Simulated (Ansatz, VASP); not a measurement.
**Rb in VASP and in Ansatz**

File INCAR:

```
  ALGO = Normal
  EDIFF = 1E-6
  ENCUT = 520
  GGA = PS
  ISIF = 2
  ISMEAR = 0
  LASPH = T
  LCHARG = F
  LREAL = F
  LWAVE = F
  NBANDS = 10
  NELM = 80
  PREC = Accurate
  SIGMA = 0.15
```

The input KPOINTS:

```
k-points
0
Gamma
  12 12 12
```

The input POSCAR:

```
Rb
1.0
   -2.7358500000      2.7358500000      2.7358500000
    2.7358500000     -2.7358500000      2.7358500000
    2.7358500000      2.7358500000     -2.7358500000
Rb
1
Direct
    0.0000000000      0.0000000000      0.0000000000
```

Input for Ansatz:

```yaml
crystal:
  lattice:
    - [-2.73585, 2.73585, 2.73585]
    - [2.73585, -2.73585, 2.73585]
    - [2.73585, 2.73585, -2.73585]
  atoms:
    - { symbol: Rb, position: [0.0, 0.0, 0.0] }
basis:
  ecutwfc: 420
kpoints:
  mp_grid: { grid: [12, 12, 12] }
hamiltonian:
  xc: pbesol
scf:
  occupations: { method: gaussian, width: 0.15 }
output:
  forces: true
  stress: true
  eigenvalues: true
```

Change from the starting cell: strain -0.025 along x and y, -0.025 along z, atoms carried along.

Alike in both runs: task single point; functional PBEsol; k mesh 12 × 12 × 12; occupations gaussian, width 0.15 eV; no spin polarisation.

```csv
,VASP,Ansatz
version,VASP 6.6.1,Ansatz 0.2.0
potentials or method,"VASP PAW PBE potentials, release 64 (Rb_sv)","scalar-relativistic, plane waves, PAW"
plane-wave cutoff (eV),520,420
valence electrons in the cell,9,9
```

```tsv
	VASP	Ansatz	Ansatz less VASP
gap on the k mesh at the Fermi level (eV)	none	none	-
pressure (GPa)	0.2	0.2	0.00
```

A gap of «none» marks a metal or a gap that the smearing closes.

Caveats: the PAW data sets were made with another functional, which shifts forces and pressure a little (VASP).
